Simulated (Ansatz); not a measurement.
Isomers of C$_{4}$H$_{6}$, relaxed with PBE0-D4/def2-TZVP in Ansatz; electronic energies, one conformer each and not always the lowest. Functionals use def2-TZVPP; CBS adds triple-zeta CCSD(T) − MP2 to the MP2 limit of def2-TZVPP and def2-QZVPP.

Order them by energy at frozen-core CCSD(T)/CBS, lowest first. (An estimate is asked.)
A. `CC1C=C1`
B. `CC#CC`
C. `CC1=CC1`
D. `C1=CCC1`
E. `C1[C@H]2C[C@@H]12`
F. `C=C1CC1`
G. `C=C=CC`
H. `C=CC=C`

H (0.0 kcal/mol), B (8.8 kcal/mol), D (11.4 kcal/mol), G (12.8 kcal/mol), F (19.9 kcal/mol), E (26.8 kcal/mol), C (31.2 kcal/mol), A (34.5 kcal/mol).

How do PBE0-D4, HF/CBS(def2), B3LYP, B2PLYP place them (kcal/mol, against `C=CC=C`)? (Estimate.)

The calculation gave: 
```
             isomer  PBE0-D4  HF/CBS(def2)  B3LYP  B2PLYP
`C1[C@H]2C[C@@H]12`     20.1          33.3   31.2    28.7
          `C=C1CC1`     14.9          22.3   20.3    19.9
          `CC1=CC1`     26.9          34.6   32.4    31.5
            `CC#CC`      8.5           8.2    9.0     7.7
           `C=C=CC`     10.8          13.4   11.1    11.9
          `C1=CCC1`      8.3          15.6   15.3    13.5
          `CC1C=C1`     31.4          39.0   37.1    35.7
```

B3LYP here is the variant with VWN-RPA as its local correlation; programs differ in this.
